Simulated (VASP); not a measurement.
# MgO2 (Pa-3) in VASP: notebook

The runs below take MgO2 through band structure, with SCAN, rSCAN, TPSS.

Everything below comes from runs of VASP 6.6.1. Logs are shortened: lines on timing, memory, paths and dates and some standing lists are left out, and cuts for length are marked.

## Step 1: Starting point

The structure is cubic, space group Pa-3 (No. 205). Conventional cell: a = 4.829 Å, b = 4.829 Å, c = 4.829 Å, α = 90.00°, β = 90.00°, γ = 90.00°. Mg (site symmetry -3) is surrounded by 6 O at 2.07 Å. O (site symmetry 3) has 1 O at 1.50 Å as nearest neighbours.

The cell is a database's computed one.

## Step 2: Band structure, SCAN

Contents of INCAR:

```
SYSTEM = MgO2
ALGO     = Normal         ! electronic algorithm
EDIFF    = 1E-6           ! SCF threshold, eV
ENCUT    = 520            ! plane-wave cutoff, eV
ISIF     = 2              ! what is computed and relaxed
ISMEAR   = -1             ! smearing method
LASPH    = .True.         ! aspherical terms in the spheres
LCHARG   = .False.        ! write CHGCAR
LMIXTAU  = .True.       
LREAL    = .False.        ! projectors in reciprocal space
LWAVE    = .False.        ! write WAVECAR
METAGGA  = SCAN           ! meta-GGA
NELM     = 100            ! most SCF steps
PREC     = Accurate       ! precision mode
SIGMA    = 0.05           ! smearing width, eV
```

Contents of KPOINTS:

```
k-points
0
Gamma
  6 6 6
  0 0 0
```

Contents of POSCAR:

```
MgO2
1.0
    4.8286124700      0.0000000000      0.0000000000
    0.0000000000      4.8286124700      0.0000000000
    0.0000000000      0.0000000000      4.8286124700
Mg O
4 8
Direct
    0.0000000000      0.0000000000      0.0000000000
    0.5000000000      0.0000000000      0.5000000000
    0.5000000000      0.5000000000      0.0000000000
    0.0000000000      0.5000000000      0.5000000000
    0.5894244400      0.9105755600      0.0894244400
    0.9105755600      0.0894244400      0.5894244400
    0.0894244400      0.5894244400      0.9105755600
    0.4105755600      0.4105755600      0.4105755600
    0.5894244400      0.5894244400      0.5894244400
    0.9105755600      0.4105755600      0.0894244400
    0.0894244400      0.9105755600      0.4105755600
    0.4105755600      0.0894244400      0.9105755600
```

Contents of KPOINTS_OPT:

```
path GXMGRX,MR
20
line-mode
reciprocal
 0.0000000000  0.0000000000  0.0000000000  G
 0.0000000000  0.5000000000  0.0000000000  X

 0.0000000000  0.5000000000  0.0000000000  X
 0.5000000000  0.5000000000  0.0000000000  M

 0.5000000000  0.5000000000  0.0000000000  M
 0.0000000000  0.0000000000  0.0000000000  G

 0.0000000000  0.0000000000  0.0000000000  G
 0.5000000000  0.5000000000  0.5000000000  R

 0.5000000000  0.5000000000  0.5000000000  R
 0.0000000000  0.5000000000  0.0000000000  X

 0.5000000000  0.5000000000  0.0000000000  M
 0.5000000000  0.5000000000  0.5000000000  R
```

Potentials or basis: VASP PAW PBE potentials, release 64 (Mg, O).

Started as:

```console
$ cat potpaw_PBE.64/Mg/POTCAR potpaw_PBE.64/O/POTCAR > POTCAR
$ mpirun -np 1 vasp_std > vasp.out
```

OUTCAR:

```text
SYSTEM = MgO2
   EDIFF = 1E-6
   ENCUT = 520
   ISIF = 2
   ISMEAR = -1
   LASPH = .True.
   LREAL = .False.
   METAGGA = SCAN
   NELM = 100
   PREC = Accurate

 ion  position               nearest neighbor table
   1  0.000  0.000  0.000-   5 2.07   6 2.07   7 2.07  10 2.07  11 2.07  12 2.07   2 3.41   3 3.41
                             4 3.41   2 3.41   4 3.41   3 3.41   4 3.41   4 3.41   2 3.41   3 3.41
   2  0.500  0.000  0.500-   5 2.07   6 2.07   8 2.07   9 2.07  11 2.07  12 2.07   1 3.41   3 3.41
                             4 3.41   1 3.41   3 3.41   3 3.41   4 3.41   3 3.41   1 3.41   4 3.41
   3  0.500  0.500  0.000-   5 2.07   7 2.07   8 2.07   9 2.07  10 2.07  12 2.07   1 3.41   2 3.41
                             4 3.41   2 3.41   4 3.41   1 3.41   2 3.41   2 3.41   1 3.41   4 3.41
   4  0.000  0.500  0.500-   6 2.07   7 2.07   8 2.07   9 2.07  10 2.07  11 2.07   1 3.41   2 3.41
                             3 3.41   1 3.41   3 3.41   1 3.41   2 3.41   1 3.41   2 3.41   3 3.41
   5  0.589  0.911  0.089-  12 1.50   2 2.07   3 2.07   1 2.07
   6  0.911  0.089  0.589-  11 1.50   2 2.07   4 2.07   1 2.07
   7  0.089  0.589  0.911-  10 1.50   3 2.07   4 2.07   1 2.07
   8  0.411  0.411  0.411-   9 1.50   3 2.07   4 2.07   2 2.07
   9  0.589  0.589  0.589-   8 1.50   3 2.07   4 2.07   2 2.07
  10  0.911  0.411  0.089-   7 1.50   3 2.07   4 2.07   1 2.07
  11  0.089  0.911  0.411-   6 1.50   2 2.07   4 2.07   1 2.07
  12  0.411  0.089  0.911-   5 1.50   2 2.07   3 2.07   1 2.07

  LATTYP: Found a simple cubic cell.
 ALAT       =     4.8286124700

  Lattice vectors:

 A1 = (   4.8286124700,   0.0000000000,   0.0000000000)
 A2 = (   0.0000000000,   4.8286124700,   0.0000000000)
 A3 = (   0.0000000000,   0.0000000000,   4.8286124700)

Analysis of symmetry for initial positions (statically):
=====================================================================
 Subroutine PRICEL returns:
 Original cell was already a primitive cell.

 Routine SETGRP: Setting up the symmetry group for a
 simple cubic supercell.

 Subroutine GETGRP returns: Found 24 space group operations
 (whereof  6 operations were pure point group operations)
 out of a pool of 48 trial point group operations.

The static configuration has the point symmetry S_6 .
 The point group associated with its full space group is T_h .

Analysis of symmetry for dynamics (positions and initial velocities):
=====================================================================
 Subroutine PRICEL returns:
 Original cell was already a primitive cell.

 Routine SETGRP: Setting up the symmetry group for a
 simple cubic supercell.

 Subroutine GETGRP returns: Found 24 space group operations
 (whereof  6 operations were pure point group operations)
 out of a pool of 48 trial point group operations.

The dynamic configuration has the point symmetry S_6 .
 The point group associated with its full space group is T_h .

 Subroutine INISYM returns: Found 24 space group operations
 (whereof  6 operations are pure point group operations),
 and found     1 'primitive' translations

----------------------------------------------------------------------------------------

                                     Primitive cell

  volume of cell :     112.5815

  direct lattice vectors                    reciprocal lattice vectors
     4.828612470  0.000000000  0.000000000     0.207098831  0.000000000  0.000000000
     0.000000000  4.828612470  0.000000000     0.000000000  0.207098831  0.000000000
     0.000000000  0.000000000  4.828612470     0.000000000  0.000000000  0.207098831

  length of vectors
     4.828612470  4.828612470  4.828612470     0.207098831  0.207098831  0.207098831

  position of ions in fractional coordinates (direct lattice)
     0.000000000  0.000000000  0.000000000
     0.500000000  0.000000000  0.500000000
     0.500000000  0.500000000  0.000000000
     0.000000000  0.500000000  0.500000000
     0.589424440  0.910575560  0.089424440
     0.910575560  0.089424440  0.589424440
[... 53 lines left out ...]
 non-spin polarized calculation
  energy-cutoff  :      520.00
  volume of cell :      112.58
 maximum number of plane-waves:      3068
   NGX = 17   NGY = 17   NGZ = 17

 number of electron      56.0000108 magnetization

 Free energy of the ion-electron system (eV)
  ---------------------------------------------------
  ext. energy  EPLUGINS =         0.00000000
  ---------------------------------------------------
  free energy    TOTEN  =       -93.01935139 eV

  energy without entropy =      -93.01935139  energy(sigma->0) =      -93.01935139

 E-fermi :   3.5539     XC(G=0): -11.4273

 val. band max:        2.4117397114   @ k =   0.0000   0.0000   0.0000
 cond. band min:       7.0332907555   @ k =   0.3333   0.1667   0.1667
 fundamental gap:      4.6215510441
 Fermi energy:         3.5538948936

 k-point     1 :       0.0000    0.0000    0.0000
  band No.  band energies     occupation
      1     -19.6640      2.00000
      2     -18.8607      2.00000
      3     -18.8607      2.00000
      4     -18.8606      2.00000
      5     -13.1837      2.00000
      6     -13.1837      2.00000
[... 27 lines left out ...]
     34      14.3129      0.00000
     35      14.3130      0.00000

 k-point     2 :       0.1667    0.0000    0.0000
  band No.  band energies     occupation
      1     -19.6126      2.00000
      2     -18.9168      2.00000
      3     -18.8562      2.00000
      4     -18.8561      2.00000
      5     -13.1824      2.00000
      6     -13.1816      2.00000
[... 27 lines left out ...]
     34      14.1026      0.00000
     35      14.2738      0.00000
[... 796 lines left out ...]
     34      12.8553      0.00000
     35      12.8554      0.00000

 k-point    24 :       0.5000    0.5000    0.5000
  band No.  band energies     occupation
      1     -19.0175      2.00000
      2     -19.0175      2.00000
      3     -19.0175      2.00000
      4     -19.0175      2.00000
      5     -13.2072      2.00000
      6     -13.2072      2.00000
[... 27 lines left out ...]
     34      12.8207      0.00000
     35      12.8207      0.00000

------------------------ aborting loop because EDIFF is reached ----------------------------------------

  FORCE on cell =-STRESS in cart. coord.  units (eV):
  Direction    XX          YY          ZZ          XY          YZ          ZX
  --------------------------------------------------------------------------------------
  -------------------------------------------------------------------------------------
  Total       -0.6297464     -0.6297464     -0.6297464      0.0000000      0.0000000      0.0000000
  in kB       -8.9620878     -8.9620878     -8.9620878      0.0000000      0.0000000      0.0000000
  external PRESSURE =      -8.9620878 kB  Pullay stress =       0.0000000 kB

 VOLUME and BASIS-vectors are now :
 -----------------------------------------------------------------------------
  energy-cutoff  :      520.00
  volume of cell :      112.58
      direct lattice vectors                 reciprocal lattice vectors
     4.828612470  0.000000000  0.000000000     0.207098831  0.000000000  0.000000000
     0.000000000  4.828612470  0.000000000     0.000000000  0.207098831  0.000000000
     0.000000000  0.000000000  4.828612470     0.000000000  0.000000000  0.207098831

 POSITION                                       TOTAL-FORCE (eV/Angst)
 -----------------------------------------------------------------------------------
      0.00000      0.00000      0.00000        -0.000000     -0.000000      0.000000
      2.41431      0.00000      2.41431        -0.000000     -0.000000      0.000000
      2.41431      2.41431      0.00000        -0.000000     -0.000000      0.000000
      0.00000      2.41431      2.41431        -0.000000     -0.000000      0.000000
      2.84610      4.39682      0.43180         0.095768     -0.095768      0.095768
      4.39682      0.43180      2.84610        -0.095768      0.095768      0.095768
      0.43180      2.84610      4.39682         0.095768      0.095768     -0.095768
      1.98251      1.98251      1.98251        -0.095768     -0.095768     -0.095768
      2.84610      2.84610      2.84610         0.095768      0.095768      0.095768
      4.39682      1.98251      0.43180        -0.095768     -0.095768      0.095768
      0.43180      4.39682      1.98251         0.095768     -0.095768     -0.095768
      1.98251      0.43180      4.39682        -0.095768      0.095768     -0.095768
 -----------------------------------------------------------------------------------
    total drift:                                0.000000      0.000000      0.000000

  FREE ENERGIE OF THE ION-ELECTRON SYSTEM (eV)
  ---------------------------------------------------
  free  energy   TOTEN  =       -93.0193513854 eV

  energy  without entropy=      -93.0193513854  energy(sigma->0) =      -93.01935139
```

Wall time 8.5 min (1 thread of Intel Xeon Platinum 8488C (Sapphire Rapids), shared host); peak memory 0.28 GiB.

What came out:

```
Free energy             : -93.0194 eV
Pressure                : -0.9 GPa
Largest force           : 0.166 eV/Å
Band gap on the k mesh  : 4.62 eV, indirect (least direct gap 4.75 eV)
Band gap along the path : 4.60 eV, indirect (least direct gap 4.73 eV)
```

Forces in eV/Å, atoms in the order of the input:
```
Mg   0.000  0.000  0.000
Mg   0.000  0.000  0.000
Mg   0.000  0.000  0.000
Mg   0.000  0.000  0.000
O    0.096 -0.096  0.096
O   -0.096  0.096  0.096
O    0.096  0.096 -0.096
O   -0.096 -0.096 -0.096
O    0.096  0.096  0.096
O   -0.096 -0.096  0.096
O    0.096 -0.096 -0.096
O   -0.096  0.096 -0.096
```

Levels at the corners of the path, in eV from the valence-band top:
```
point  band 25  band 26  band 27  band 28  band 29  band 30  band 31  band 32
    Γ    -0.49    -0.49     0.00     0.00     5.27     5.27     5.27     5.28
    X    -0.71    -0.71    -0.12    -0.12     4.68     4.68     5.13     5.13
    X    -0.71    -0.71    -0.12    -0.12     4.68     4.68     5.13     5.13
    M    -0.49    -0.49    -0.49    -0.49     4.90     4.90     4.90     4.90
    M    -0.49    -0.49    -0.49    -0.49     4.90     4.90     4.90     4.90
    Γ    -0.49    -0.49     0.00     0.00     5.27     5.27     5.27     5.28
    Γ    -0.49    -0.49     0.00     0.00     5.27     5.27     5.27     5.28
    R    -0.56    -0.56    -0.56    -0.56     5.20     5.20     5.20     5.20
    R    -0.56    -0.56    -0.56    -0.56     5.20     5.20     5.20     5.20
    X    -0.71    -0.71    -0.12    -0.12     4.68     4.68     5.13     5.13
    M    -0.49    -0.49    -0.49    -0.49     4.90     4.90     4.90     4.90
    R    -0.56    -0.56    -0.56    -0.56     5.20     5.20     5.20     5.20
```

Caveat: the PAW data sets were made with another functional, which shifts forces and pressure a little. SCAN opens gaps a little over a GGA but as a rule still falls short of measured ones.

## Step 3: Band structure, rSCAN

Contents of INCAR:

```
SYSTEM = MgO2
PREC     = Accurate       ! precision mode
ENCUT    = 520            ! plane-wave cutoff, eV
EDIFF    = 1E-7           ! SCF threshold, eV
ISMEAR   = -1             ! smearing method
SIGMA    = 0.05           ! smearing width, eV
LREAL    = .False.        ! projectors in reciprocal space
LASPH    = .True.         ! aspherical terms in the spheres
NELM     = 100            ! most SCF steps
ALGO     = Normal         ! electronic algorithm
ISIF     = 2              ! what is computed and relaxed
LWAVE    = .False.        ! write WAVECAR
LCHARG   = .False.        ! write CHGCAR
METAGGA  = RSCAN          ! meta-GGA
LMIXTAU  = .True.
```

Contents of KPOINTS:

```
Automatic mesh
0
Gamma
  6 6 6
  0 0 0
```

POSCAR is that of step 2.

KPOINTS_OPT is that of step 2.

Potentials or basis: VASP PAW PBE potentials, release 64 (Mg, O).

Started as:

```console
$ cat potpaw_PBE.64/Mg/POTCAR potpaw_PBE.64/O/POTCAR > POTCAR
$ mpirun -np 1 vasp_std > vasp.out
```

Run time: 8.7 min. Hardware: 1 thread of Intel Xeon Platinum 8488C (Sapphire Rapids), shared host; peak memory 0.27 GiB.

It converged, with:

```yaml
Free_energy: -98.2215 eV
Pressure: -1.3 GPa
Largest_force: 0.035 eV/Å
Band_gap_on_the_k_mesh: 4.56 eV, indirect (least direct gap 4.69 eV)
Band_gap_along_the_path: 4.54 eV, indirect (least direct gap 4.67 eV)
```

Forces on the atoms (eV/Å):
```
Mg   0.000  0.000  0.000
Mg   0.000  0.000  0.000
Mg   0.000  0.000  0.000
Mg   0.000  0.000  0.000
O   -0.020  0.020 -0.020
O    0.020 -0.020 -0.020
O   -0.020 -0.020  0.020
O    0.020  0.020  0.020
O   -0.020 -0.020 -0.020
O    0.020  0.020 -0.020
O   -0.020  0.020  0.020
O    0.020 -0.020  0.020
```

Levels at the corners of the path, in eV from the valence-band top:
```csv
point,band 25,band 26,band 27,band 28,band 29,band 30,band 31,band 32
Γ,-0.49,-0.49,0.00,0.00,5.20,5.20,5.20,5.20
X,-0.71,-0.71,-0.12,-0.12,4.62,4.62,5.06,5.06
X,-0.71,-0.71,-0.12,-0.12,4.62,4.62,5.06,5.06
M,-0.49,-0.49,-0.49,-0.49,4.83,4.83,4.83,4.83
M,-0.49,-0.49,-0.49,-0.49,4.83,4.83,4.83,4.83
Γ,-0.49,-0.49,0.00,0.00,5.20,5.20,5.20,5.20
Γ,-0.49,-0.49,0.00,0.00,5.20,5.20,5.20,5.20
R,-0.56,-0.56,-0.56,-0.56,5.13,5.13,5.13,5.13
R,-0.56,-0.56,-0.56,-0.56,5.13,5.13,5.13,5.13
X,-0.71,-0.71,-0.12,-0.12,4.62,4.62,5.06,5.06
M,-0.49,-0.49,-0.49,-0.49,4.83,4.83,4.83,4.83
R,-0.56,-0.56,-0.56,-0.56,5.13,5.13,5.13,5.13
```

Caveat: the PAW data sets were made with another functional, which shifts forces and pressure a little.

## Step 4: Band structure, TPSS

Contents of INCAR:

```
SYSTEM = MgO2
ALGO = Normal
EDIFF = 1E-7
ENCUT = 520
ISIF = 2
ISMEAR = -1
LASPH = .TRUE.
LCHARG = .FALSE.
LMIXTAU = .TRUE.
LREAL = .FALSE.
LWAVE = .FALSE.
METAGGA = TPSS
NELM = 100
PREC = Accurate
SIGMA = 0.05
```

Contents of KPOINTS:

```
k-points
0
G
  6 6 6
  0 0 0
```

POSCAR is that of step 3.

Edit KPOINTS_OPT of step 3 so:

```diff
@@ -1,3 +1,3 @@
 path GXMGRX,MR
-20
+10
 line-mode
```

Started as:

```console
$ cat potpaw_PBE.64/Mg/POTCAR potpaw_PBE.64/O/POTCAR > POTCAR
$ mpirun -np 1 vasp_std > vasp.out
```

Run time: 6.3 min. Hardware: 1 thread of Intel Xeon Platinum 8488C (Sapphire Rapids), shared host; peak memory 0.27 GiB.

The run converged. Its results:

```yaml
Free_energy: -99.7891 eV
Pressure: 3.9 GPa
Largest_force: 0.458 eV/Å
Band_gap_on_the_k_mesh: 4.23 eV, indirect (least direct gap 4.36 eV)
Band_gap_along_the_path: 4.21 eV, indirect (least direct gap 4.33 eV)
```

Forces on the atoms (eV/Å):
```
Mg   0.000  0.000  0.000
Mg   0.000  0.000  0.000
Mg   0.000  0.000  0.000
Mg   0.000  0.000  0.000
O    0.265 -0.265  0.265
O   -0.265  0.265  0.265
O    0.265  0.265 -0.265
O   -0.265 -0.265 -0.265
O    0.265  0.265  0.265
O   -0.265 -0.265  0.265
O    0.265 -0.265 -0.265
O   -0.265  0.265 -0.265
```

Levels at the corners of the path, in eV from the valence-band top:
```
point  band 24  band 25  band 26  band 27  band 28  band 29  band 30  band 31  band 32  band 33
    Γ    -0.50    -0.50    -0.50     0.00     0.00     4.91     4.91     4.91     4.94     6.78
    X    -0.86    -0.72    -0.72    -0.12    -0.12     4.29     4.29     4.78     4.78     9.19
    X    -0.86    -0.72    -0.72    -0.12    -0.12     4.29     4.29     4.78     4.78     9.19
    M    -0.68    -0.49    -0.49    -0.49    -0.49     4.53     4.53     4.53     4.53     9.95
    M    -0.68    -0.49    -0.49    -0.49    -0.49     4.53     4.53     4.53     4.53     9.95
    Γ    -0.50    -0.50    -0.50     0.00     0.00     4.91     4.91     4.91     4.94     6.78
    Γ    -0.50    -0.50    -0.50     0.00     0.00     4.91     4.91     4.91     4.94     6.78
    R    -0.74    -0.56    -0.56    -0.56    -0.56     4.85     4.85     4.85     4.85     9.73
    R    -0.74    -0.56    -0.56    -0.56    -0.56     4.85     4.85     4.85     4.85     9.73
    X    -0.86    -0.72    -0.72    -0.12    -0.12     4.29     4.29     4.78     4.78     9.19
    M    -0.68    -0.49    -0.49    -0.49    -0.49     4.53     4.53     4.53     4.53     9.95
    R    -0.74    -0.56    -0.56    -0.56    -0.56     4.85     4.85     4.85     4.85     9.73
```

Caveat: the PAW data sets were made with another functional, which shifts forces and pressure a little.

## Step 5: For comparison

An earlier run on the cell as given: functional PBEsol; potentials or basis VASP PAW PBE potentials, release 64 (Mg, O); cutoff 520 eV; k mesh 6 × 6 × 6; occupations fermi-dirac, width 0.05 eV; no spin polarisation.

* Pressure: 0.3 GPa
* Largest force: 0.176 eV/Å
* Band gap on the k mesh: 3.85 eV, indirect (least direct gap 3.98 eV)

## Step 6: Summary

| task | level | ladder | gap on the mesh (eV) | pressure (GPa) | largest force (eV/Å) |
| --- | --- | --- | --- | --- | --- |
| band structure | SCAN | - | 4.62 | -0.9 | 0.17 |
| band structure | rSCAN | - | 4.56 | -1.3 | 0.03 |
| band structure | TPSS | - | 4.23 | 3.9 | 0.46 |
| single point | PBEsol | free | 3.85 | 0.3 | 0.18 |

Alike in all rows: potentials or basis VASP PAW PBE potentials, release 64 (Mg, O); no spin polarisation; cell as given; k mesh 6 × 6 × 6; cutoff (eV) 520; smearing fermi-dirac 0.05 eV.

On the cell as given the gap runs from 3.85 eV (PBEsol) to 4.60 eV (SCAN). The pressure there spans -1.3 GPa (rSCAN) to 3.9 GPa (TPSS); a positive pressure means that this level wants a larger cell, a negative one a smaller.

Caveats: the PAW data sets were made with another functional, which shifts forces and pressure a little.

Absolute energies hang on the potentials; compare differences alone.
